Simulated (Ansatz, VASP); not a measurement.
# One calculation of Nb, two programs

```
Nb
1.0
     2.05447    0.00000    0.00000
     0.00000    2.05447    0.00000
     0.00000    0.00000    2.05447
Nb
1
Direct
  0.00000 0.00000 0.00000
```

Change from the starting cell: volume scaled by 0.43, LAPW.

Alike in both runs: task single point; functional PBE; k mesh 16 × 16 × 16; occupations fermi-dirac, width 0.1 eV; no spin polarisation.

```csv
,VASP,Ansatz
version,VASP 6.6.1,Ansatz 0.2.0
potentials or method,"VASP PAW PBE potentials, release 64 (Nb_sv), cutoff 520 eV","all-electron LAPW, scalar-relativistic"
```

Ansatz gave:

| Item | Value |
| --- | --- |
| pressure (GPa) | 586.2 |

Problem. Which values does VASP return?

Solution. Pressure (GPa): 587.4.

Ansatz ran all-electron here, so the differences hold the error of VASP's frozen core and of both bases.

Caveats: the cell as given lies far from equilibrium; so large a pressure means that the cell lies far from this level's equilibrium, or that cutoff or potentials fall short (VASP).
